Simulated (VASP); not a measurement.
Wanted: the native input for a VASP 6.6.1 run.

```
Task                   : single point
Functional             : PBE
Potentials or basis    : VASP PAW PBE potentials, release 64 (H, C, N)
Cutoff                 : 520 eV
k mesh                 : 2 × 2 × 2
Occupations            : gaussian, width 0.03 eV
Spin                   : no spin polarisation
Further INCAR settings : ALGO = Normal; EDIFF = 1e-06
```

The structure of HC60N3 (a cell with a defect) lies in POSCAR:

```
HC60N3
1.0
    7.1400000000      0.0000000000      0.0000000000
    0.0000000000      7.1400000000      0.0000000000
    0.0000000000      0.0000000000      7.1400000000
H C N
1 60 3
Direct
    0.5447440000      0.5447440000      0.5447440000
    0.6286785400      0.6286785400      0.6286785400
    0.5014860000      0.7507060000      0.7507060000
    0.7507060000      0.5014860000      0.7507060000
    0.7507060000      0.7507060000      0.5014860000
    0.4950870000      0.2505090000      0.7494590000
    0.4950870000      0.7494590000      0.2505090000
    0.2505090000      0.4950870000      0.7494590000
    0.7494590000      0.4950870000      0.2505090000
    0.2505090000      0.7494590000      0.4950870000
    0.7494590000      0.2505090000      0.4950870000
    0.6235760000      0.3759650000      0.8734240000
    0.6235760000      0.8734240000      0.3759650000
    0.3759650000      0.6235760000      0.8734240000
    0.8734240000      0.6235760000      0.3759650000
    0.3759650000      0.8734240000      0.6235760000
    0.8734240000      0.3759650000      0.6235760000
    0.5050870000      0.2510410000      0.2510410000
    0.2510410000      0.5050870000      0.2510410000
    0.2510410000      0.2510410000      0.5050870000
    0.1273950000      0.6227350000      0.6227350000
    0.6227350000      0.1273950000      0.6227350000
    0.6227350000      0.6227350000      0.1273950000
    0.9999620000      0.4999560000      0.4999560000
    0.4999560000      0.9999620000      0.4999560000
    0.4999560000      0.4999560000      0.9999620000
    0.1278200000      0.3773090000      0.3773090000
    0.3773090000      0.1278200000      0.3773090000
    0.3773090000      0.3773090000      0.1278200000
    0.6239330000      0.8758650000      0.8758650000
    0.8758650000      0.6239330000      0.8758650000
    0.8758650000      0.8758650000      0.6239330000
    0.0011195000      0.7494200000      0.7494200000
    0.7494200000      0.0011195000      0.7494200000
    0.7494200000      0.7494200000      0.0011195000
    0.1237350000      0.3750450000      0.8761320000
    0.1237350000      0.8761320000      0.3750450000
    0.3750450000      0.1237350000      0.8761320000
    0.8761320000      0.1237350000      0.3750450000
    0.3750450000      0.8761320000      0.1237350000
    0.8761320000      0.3750450000      0.1237350000
    0.9987500000      0.2495250000      0.7493430000
    0.9987500000      0.7493430000      0.2495250000
    0.2495250000      0.9987500000      0.7493430000
    0.7493430000      0.9987500000      0.2495250000
    0.2495250000      0.7493430000      0.9987500000
    0.7493430000      0.2495250000      0.9987500000
    0.1237820000      0.1237820000      0.6246850000
    0.1237820000      0.6246850000      0.1237820000
    0.6246850000      0.1237820000      0.1237820000
    0.0017403000      0.2503660000      0.2503660000
    0.2503660000      0.0017403000      0.2503660000
    0.2503660000      0.2503660000      0.0017403000
    0.1249420000      0.8743930000      0.8743930000
    0.8743930000      0.1249420000      0.8743930000
    0.8743930000      0.8743930000      0.1249420000
    0.9999680000      0.9999680000      0.4998950000
    0.9999680000      0.4998950000      0.9999680000
    0.4998950000      0.9999680000      0.9999680000
    0.1254050000      0.1254050000      0.1254050000
    0.9997840000      0.9997840000      0.9997840000
    0.6351560000      0.3648080000      0.3648080000
    0.3648080000      0.6351560000      0.3648080000
    0.3648080000      0.3648080000      0.6351560000
```

The cell was built by a generator and needn't be a form met in nature.

The input as run:

INCAR

```
SYSTEM = HC60N3
PREC = Accurate ; ENCUT = 520
EDIFF = 1E-6 ; ISMEAR = 0
SIGMA = 0.03 ; LREAL = .False.
LASPH = .True. ; NELM = 60
ALGO = Normal ; ISIF = 2
LWAVE = .False. ; LCHARG = .True.
GGA = PE ; LELF = .True.
LVHAR = .True.
```

KPOINTS

```
regular mesh
0
Gamma
  2 2 2
  0 0 0
```

Potentials or basis: VASP PAW PBE potentials, release 64 (H, C, N).

Launch:

```bash
$ cat potpaw_PBE.64/H/POTCAR potpaw_PBE.64/C/POTCAR potpaw_PBE.64/N/POTCAR > POTCAR
$ mpirun -np 1 vasp_std > vasp.out
```

Results of the run:

* Pressure: 1.1 GPa
* Largest force: 2.650 eV/Å
* Band gap on the k mesh: 3.67 eV, indirect (least direct gap 3.74 eV)

Caveat: the k mesh is coarse (spacing up to 0.44 Å⁻¹), so the values aren't converged.

Wall time 6.4 min on 1 thread of Intel(R) Xeon(R) Platinum 8488C (Sapphire Rapids) (shared host), peak memory 0.47 GiB.
